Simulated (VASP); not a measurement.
# Ir (Fm-3m) in VASP: further runs, part 2 of 2

VASP 6.6.1. Earlier steps stand in the parts before.

## Step 3: Relaxation of the atoms, PBEsol (a relaxed cell with its volume scaled by 1.02)

File INCAR:

```
PREC = Accurate
ENCUT = 600
EDIFF = 1E-7
ISMEAR = 1
SIGMA = 0.1
LREAL = False
LASPH = True
NELM = 80
ALGO = Fast
ISIF = 2
LWAVE = False
LCHARG = False
GGA = PS
IBRION = 2
NSW = 40
EDIFFG = -0.01
```

File KPOINTS:

```
regular mesh
0
Gamma
  16 16 16
```

File POSCAR:

```
Ir                                      
1.0
    0.0000000000      1.9299859299      1.9299859299
    1.9299859299      0.0000000000      1.9299859299
    1.9299859299      1.9299859299      0.0000000000
  Ir            
     1
Direct
     0.0000000000000000    0.0000000000000000    0.0000000000000000
```

Potentials or basis: VASP PAW PBE potentials, release 64 (Ir).

Run with:

```sh
> cat potpaw_PBE.64/Ir/POTCAR > POTCAR
> mpirun -np 1 vasp_std > vasp.out
```

OUTCAR:

```text
PREC = Accurate
   ENCUT = 600
   EDIFF = 1E-7
   ISMEAR = 1
   LREAL = False
   LASPH = True
   NELM = 80
   ISIF = 2
   GGA = PS
   IBRION = 2
   NSW = 40
   EDIFFG = -0.01

 ion  position               nearest neighbor table
   1  0.000  0.000  0.000-

  LATTYP: Found a face centered cubic cell.
 ALAT       =     3.8599718598

  Lattice vectors:

 A1 = (   0.0000000000,   1.9299859299,   1.9299859299)
[... 448 lines left out ...]
      8      28.0621      0.00000

 [... further k-points ...]

------------------------ aborting loop because EDIFF is reached ----------------------------------------

  FORCE on cell =-STRESS in cart. coord.  units (eV):
  Direction    XX          YY          ZZ          XY          YZ          ZX
  --------------------------------------------------------------------------------------
  -------------------------------------------------------------------------------------
  Total       -0.6571056     -0.6571056     -0.6571056     -0.0000000     -0.0000000      0.0000000
  in kB      -73.2239817    -73.2239817    -73.2239817     -0.0000000     -0.0000000      0.0000000
  external PRESSURE =     -73.2239817 kB  Pullay stress =       0.0000000 kB

 VOLUME and BASIS-vectors are now :
 -----------------------------------------------------------------------------
  energy-cutoff  :      600.00
  volume of cell :       14.38
      direct lattice vectors                 reciprocal lattice vectors
     0.000000000  1.929985930  1.929985930    -0.259069246  0.259069246  0.259069246
     1.929985930  0.000000000  1.929985930     0.259069246 -0.259069246  0.259069246
     1.929985930  1.929985930  0.000000000     0.259069246  0.259069246 -0.259069246

 POSITION                                       TOTAL-FORCE (eV/Angst)
 -----------------------------------------------------------------------------------
      0.00000      0.00000      0.00000         0.000000      0.000000      0.000000
 -----------------------------------------------------------------------------------
    total drift:                               -0.000000      0.000000     -0.000000

  FREE ENERGIE OF THE ION-ELECTRON SYSTEM (eV)
  ---------------------------------------------------
  free  energy   TOTEN  =        -9.8029568320 eV

  energy  without entropy=       -9.8027148217  energy(sigma->0) =       -9.80287616

 reached required accuracy - stopping structural energy minimisation
```

CONTCAR:

```text
Ir
   1.00000000000000
     0.0000000000000000    1.9299859299000000    1.9299859299000000
     1.9299859299000000    0.0000000000000000    1.9299859299000000
     1.9299859299000000    1.9299859299000000    0.0000000000000000
  Ir
     1
Direct
     0.0000000000000000    0.0000000000000000    0.0000000000000000

  0.00000000E+00  0.00000000E+00  0.00000000E+00
```

Wall time 11 s (1 thread of Intel Xeon 6975P-C (Granite Rapids), shared host); peak memory 0.16 GiB.

Results:

```
Free energy             : -9.8030 eV
Pressure after relaxing : -7.3 GPa
Band gap on the k mesh  : none (metal or under the smearing width)
```

Final structure:
```
Ir
1.0
     0.00000    1.92999    1.92999
     1.92999    0.00000    1.92999
     1.92999    1.92999    0.00000
Ir
1
Direct
  0.00000 0.00000 0.00000
```

Caveat: the relaxation stopped at its first step, so nothing moved; the PAW data sets were made with another functional, which shifts forces and pressure a little.

## Step 4: Relaxation of the atoms, PBEsol (a relaxed cell with its volume scaled by 1.04)

INCAR is that of step 3.

KPOINTS is that of step 3.

File POSCAR:

```
Ir                                      
1.0
    0.0000000000      1.9425186572      1.9425186572
    1.9425186572      0.0000000000      1.9425186572
    1.9425186572      1.9425186572      0.0000000000
  Ir            
     1
Direct
     0.0000000000000000    0.0000000000000000    0.0000000000000000
```

Run with:

```sh
> cat potpaw_PBE.64/Ir/POTCAR > POTCAR
> mpirun -np 1 vasp_std > vasp.out
```

It took 11 s on 1 thread of Intel Xeon 6975P-C (Granite Rapids), shared host; peak memory 0.16 GiB.

The run converged. Its results:

```
Free energy             : -9.7843 eV
Pressure after relaxing : -13.8 GPa
Band gap on the k mesh  : none (metal or under the smearing width)
```

Final structure:
```xyz
1
Lattice="0.0000 1.9425 1.9425 1.9425 0.0000 1.9425 1.9425 1.9425 0.0000" Properties=species:S:1:pos:R:3 pbc="T T T"
Ir    0.0000    0.0000    0.0000
```

Levels at points of the mesh, in eV from the Fermi level:
```csv
k point,band 2,band 3,band 4,band 5,band 6,band 7
"(0.00, 0.00, 0.00)",-3.69,-3.69,-3.69,-1.12,-1.12,14.39
"(0.50, 0.00, 0.00)",-3.77,-3.77,-0.72,0.85,0.85,6.88
"(0.50, 0.50, 0.00)",-6.98,0.83,1.39,1.39,1.66,9.99
```

Caveat: the relaxation stopped at its first step, so nothing moved; the PAW data sets were made with another functional, which shifts forces and pressure a little. Spin-orbit coupling is left out, which matters for the levels of Ir.

## Step 5: The runs side by side

```tsv
cell	gap on the mesh (eV)	pressure (GPa)
atoms relaxed	none	0.0
atoms relaxed from: a relaxed cell with its volume scaled by 1.02	none	-7.3
atoms relaxed from: a relaxed cell with its volume scaled by 1.04	none	-13.8
```

Alike in all rows: task relaxation of the atoms; level PBEsol; potentials or basis VASP PAW PBE potentials, release 64 (Ir); no spin polarisation; k mesh 16 × 16 × 16; cutoff (eV) 600; smearing methfessel-paxton 0.1 eV.

Caveats: the relaxation stopped at its first step, so nothing moved; the PAW data sets were made with another functional, which shifts forces and pressure a little.

Total energies depend on the potentials used, so only differences within one code and one set of settings carry meaning.
